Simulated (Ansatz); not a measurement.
The cell is PbS (I4/mmm) from a database of computed structures; cell and atoms were relaxed with r2SCAN+rVV10. Pb is surrounded by 6 S at 2.97–2.98 Å; S is surrounded by 6 Pb at 2.97–2.98 Å. The runs used a cell of 4 atoms, 2 times the primitive one, so meshes, points and the kind of gap refer to a folded zone.

Space group I4/mmm (No. 139). a = 4.198 Å, b = 4.198 Å, c = 5.956 Å, α = 90.00°, β = 90.00°, γ = 90.00°

| atom | site | symmetry | x | y | z |
| --- | --- | --- | --- | --- | --- |
| Pb | 2a | 4/mmm | 0.5000 | 0.5000 | 0.5000 |
| S | 2b | 4/mmm | 0.0000 | 0.0000 | 0.5000 |

5 runs of Ansatz on this cell differ in the functional (and in the settings that go with it). Levels are in eV from each run's valence top; v1 is the last filled band, c1 the first empty one.

Run A, mean stress -2.9 GPa (compression positive):

| point | v2 | v1 | c1 | c2 |
| --- | --- | --- | --- | --- |
| Γ | -2.11 | -2.08 | 3.80 | 5.03 |
| X | -0.78 | -0.78 | 1.34 | 1.34 |
| M | -3.37 | -3.37 | 3.78 | 3.78 |
| Z | -1.73 | -1.72 | 2.33 | 2.35 |
| R | 0.00 | 0.00 | 0.25 | 0.25 |
| A | -0.99 | -0.99 | 2.06 | 2.06 |

Run B, mean stress +0.9 GPa (compression positive):

| point | v2 | v1 | c1 | c2 |
| --- | --- | --- | --- | --- |
| Γ | -2.53 | -2.50 | 4.40 | 5.97 |
| X | -0.86 | -0.86 | 1.93 | 1.93 |
| M | -3.88 | -3.88 | 4.39 | 4.39 |
| Z | -1.96 | -1.94 | 2.98 | 3.00 |
| R | 0.00 | 0.00 | 0.82 | 0.82 |
| A | -1.23 | -1.23 | 2.75 | 2.75 |

Run C, mean stress +1.0 GPa (compression positive):

| point | v2 | v1 | c1 | c2 |
| --- | --- | --- | --- | --- |
| Γ | -2.32 | -2.30 | 4.16 | 5.49 |
| X | -0.80 | -0.80 | 1.69 | 1.69 |
| M | -3.57 | -3.57 | 4.15 | 4.15 |
| Z | -1.82 | -1.80 | 2.67 | 2.70 |
| R | 0.00 | 0.00 | 0.63 | 0.63 |
| A | -1.13 | -1.13 | 2.45 | 2.45 |

Run D, mean stress +0.9 GPa (compression positive):

| point | v2 | v1 | c1 | c2 |
| --- | --- | --- | --- | --- |
| Γ | -2.60 | -2.57 | 5.03 | 6.66 |
| X | -0.88 | -0.88 | 2.55 | 2.55 |
| M | -3.97 | -3.97 | 5.02 | 5.02 |
| Z | -2.00 | -1.98 | 3.61 | 3.64 |
| R | 0.00 | 0.00 | 1.43 | 1.43 |
| A | -1.26 | -1.26 | 3.38 | 3.38 |

Run E, mean stress +1.9 GPa (compression positive):

| point | v2 | v1 | c1 | c2 |
| --- | --- | --- | --- | --- |
| Γ | -2.15 | -2.13 | 3.89 | 5.15 |
| X | -0.78 | -0.78 | 1.44 | 1.44 |
| M | -3.39 | -3.39 | 3.87 | 3.87 |
| Z | -1.74 | -1.72 | 2.41 | 2.44 |
| R | 0.00 | 0.00 | 0.38 | 0.38 |
| A | -1.03 | -1.03 | 2.18 | 2.18 |

Q: Match the runs to LDA, PBE, r2SCAN, HSE06, PBE0.

A: A is LDA, B is HSE06, C is r2SCAN, D is PBE0, E is PBE. In order of the gap: LDA 0.25, PBE 0.38, r2SCAN 0.63, HSE06 0.82, PBE0 1.43 eV.

Calculated for a static, non-magnetic cell.

Spin-orbit coupling is left out; in compounds of Pb, Bi, Tl or Hg it can lower a gap by up to about 1 eV, split its edges or invert the bands.

The stress of a hybrid is loosely converged in these runs.

The meshes of the hybrids are coarse, so their gaps aren't converged to the digits shown.
